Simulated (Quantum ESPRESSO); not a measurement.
**Au under changes of volume**

One of the cells (16.855 Å³/atom); the others are scaled copies at fixed shape and fractional positions:

```xyz
1
Lattice="0.0000 2.0350 2.0350 2.0350 0.0000 2.0350 2.0350 2.0350 0.0000" Properties=species:S:1:pos:R:3 pbc="T T T"
Au    0.0000    0.0000    0.0000
```

| Item | Value |
| --- | --- |
| Program | Quantum ESPRESSO 7.5 |
| Functional | r2SCAN |
| Potentials or basis | SG15 PBE 1.2 |
| Cutoff | 952 eV |
| Density cutoff | 3810 eV |
| k mesh | 8 × 8 × 8 |
| Occupations | fermi-dirac, width 0.05 eV |
| Spin | no spin polarisation |

```tsv
volume (Å³/atom)	energy over the lowest point (meV/atom)	pressure (GPa)
15.843	105.21	21.8
16.181	?	?
16.518	35.67	11.5
16.855	15.79	7.3
17.192	4.23	3.6
17.529	0.00	0.3
17.866	2.20	-2.5
```

Q: What does the run at 16.181 Å³/atom give?

A: Energy over the lowest point 65.06 meV/atom; pressure 16.3 GPa.

Worked out: A Birch-Murnaghan fit of order 3 (a polynomial in V^(-2/3)) to the other rows has its minimum at 17.58 Å³/atom with B0 = V·E''(V) = 157 GPa and B' = 5.7. It gives 65.00 meV/atom at 16.181 Å³/atom, against the run's 65.06, and -dE/dV = 16.4 GPa, against 16.3.

Energies are extrapolated to zero smearing.

Caveats: the potentials were made for another functional, which shifts forces and pressure.
